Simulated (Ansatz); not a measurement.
## ZrS2, a database entry at a rescaled volume

```
Zr S
1.0
     3.59327    0.00000    0.00000
    -1.79663    3.11186    0.00000
     0.00000    0.00000    5.79080
Zr S
1 2
Cartesian
  0.0000 0.0000 0.0000
  0.0000 2.0746 1.4431
  1.7966 1.0373 4.3477
```

Method: PBEsol, no spin polarisation; PAW, plane waves to 420 eV, 11×11×6 Γ-centred mesh, fermi-dirac occupations (width 0.1 eV) (Ansatz 0.2.0), atoms fixed.

**Question.** What do density and ELF say about some of the short contacts?

**Answer.** Zr–S at 2.53 Å: least valence density 0.46 e/Å³ and ELF 0.29 there. These are pseudo-fields; inside the PAW spheres they differ from the all-electron ones.

**Question.** Is it stable against the elements?

**Answer.** -1.57 eV an atom against the elements' usual phases (free molecules for gases, crystals otherwise, with no correction for O₂ or N₂), so it is bound against them; other compounds may still compete. Relaxing would lower it.

**Question.** What does the stress say?

**Answer.** The pressure is 2.8 GPa (compression positive), so with the atoms held at these fractions the cell would first expand.

**Question.** Where is the largest force?

**Answer.** The largest is on S3 (and as large on other atoms): 0.30 eV/Å, components (0.00, 0.00, -0.30). It makes 125° with the line to a nearest neighbour, Zr1 at 2.53 Å.

**Question.** Is there a gap, and of what kind?

**Answer.** The gap is 0.69 eV, indirect (the least direct gap found is 1.51 eV). A semilocal functional usually gives too small a gap.

Origin: a database entry at a rescaled volume.
